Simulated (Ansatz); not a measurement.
Bulk crystal (SiC) after relaxation:

```
Si C
1.0
     0.00000    2.18986    2.18986
     2.18986    0.00000    2.18986
     2.18986    2.18986    0.00000
Si C
1 1
Cartesian
  0.0000 0.0000 0.0000
  3.2848 3.2848 3.2848
```

Miller indices refer to the conventional cell of F-43m (No. 216), a = 4.380 Å, b = 4.380 Å, c = 4.380 Å, α = 90.00°, β = 90.00°, γ = 90.00°. The bulk's gap is 1.37 eV.

Theory: Ansatz 0.2.0, DFT PBE, scalar-relativistic, plane waves, PAW. Cutoff 420 eV, Gaussian smearing of 0.05 eV, no spin polarisation. A dipole correction acts along the normal.

The slab isn't stoichiometric, so its surface energy depends on the chemical potentials; it is given with the excess atoms taken from the element's standard state, a limit at which the compound may itself be unstable, so the figure can be too low. This cut of an insulator is polar or leaves open shells, so the slab is metallic here; real surfaces compensate by reconstruction or adsorbates.

A relaxed slab with low-index faces, about a nanometre thick, has these properties:

```json
{"Surface energy with the excess atoms taken from the elements": "6.89 J/m²", "Gap of the slab on the mesh": "none (metal or semimetal)", "Work function": "7.03 eV"}
```

(1) Which low-index plane was cut, and which atoms end it?

## Answers

(1) The (100) plane, with C in the top plane and C in the bottom one as cut, before relaxation. The planes from bottom to top: C, Si, C, Si, C, Si, C, Si, C, Si, C, Si, C.